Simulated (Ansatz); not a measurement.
rocksalt-structured TaAs

Level of theory: DFT, PBEsol, scalar-relativistic, no spin polarisation; plane waves to 420 eV with PAW datasets (Ansatz 0.2.0), 10×10×10 k-mesh, Gaussian smearing of 0.05 eV; PAW files: Ansatz's generated set soft_2.

```
Ta As
1.0
     0.00000    2.60164    2.60164
     2.60164    0.00000    2.60164
     2.60164    2.60164    0.00000
Ta As
1 1
Direct
  0.50000 0.50000 0.50000
  0.00000 0.00000 0.00000
```

The start was a prototype's sites filled with these elements, not a measured cell.

The cell is relaxed to zero pressure at this level.

The cell has space group Fm-3m (read at 0.01 Å). In it the stress is 0.00, 0.00, 0.00, 0.00, 0.00, 0.00 GPa and the largest force component 0.000 eV/Å. Each change below starts from this cell, without further relaxation. Stress is in GPa, positive in compression, in the order xx, yy, zz, yz, xz, xy; energies are counted from the cell above and are free energies with the smearing's entropy, which match forces and stress in a metal.

**Question.** What happens when atom 2 (As) is moved by 0.08 Å along y?

**Answer.** The energy changes by 24.9 meV per cell, and the force on it along the shift is -0.636 eV/Å (−F/u = 7.95 eV/Å²). Stress: -0.15, 1.96, -0.15, 0.00, 0.00, 0.00.
```tsv
atom	Fx (eV/Å)	Fy	Fz
Ta1	0.000	0.636	0.000
As2	0.000	-0.636	0.000
```
In a harmonic crystal the energy would rise by −½F·u = ½ × 7.95 × 0.08² eV = 25.4 meV, which matches.

**Question.** What stress follows from an engineering strain of 1 % in yz, atoms carried along?

**Answer.** 0.02, 0.00, 0.00, -0.32, 0.00, 0.00 GPa; the energy changes by 0.4 meV per cell.
The change of the stress over the strain gives a clamped-atom stiffness of about 32 GPa for this component.

For elements this heavy, spin–orbit coupling would shift levels and gaps; it isn't included here.
